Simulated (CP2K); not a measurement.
Crystal: TaN.

```
Ta N
1.0
     5.51034    0.00000    0.00000
    -2.53023    4.31421    0.00000
    -0.66359    0.46453    2.79611
Ta N
3 3
Direct
  0.33419 0.66670 0.49934
  0.66628 0.33385 0.50213
  0.99708 0.99648 0.99916
  0.39061 0.99966 0.99680
  0.60955 0.60773 0.99838
  0.00229 0.39559 0.00419
```

Base run:

```yaml
Program: CP2K 2026.2
Functional: optB88-vdW
Potentials_or_basis: POTENTIAL_UZH Ta GTH-PBE-q13, N GTH-PBE-q5; DZVP-MOLOPT-PBE-GTH basis
Density_cutoff: 9184 eV
k_mesh: 6 × 6 × 9
Occupations: fermi-dirac, width 0.05 eV
Spin: no spin polarisation
```

Its results: band gap on the k mesh none (metal or under the smearing width); pressure 33.1 GPa; largest force 3.909 eV/Å.

Problem. The run is repeated on the same cell with these changes: functional from optB88-vdW to PBEsol. What comes out?

Solution. Band gap on the k mesh none (metal or under the smearing width); pressure 25.1 GPa; largest force 3.830 eV/Å.

Caveats: the potentials were made for another functional, which shifts forces and pressure; the basis of atomic orbitals isn't converged, which shifts pressures, moduli and gaps; a pressure of tens of GPa on the cell as given is suspect, and the run, the potentials or the cell itself is likely at fault (some runs); spin-orbit coupling is left out, which moves the levels of the heavy elements (some runs).
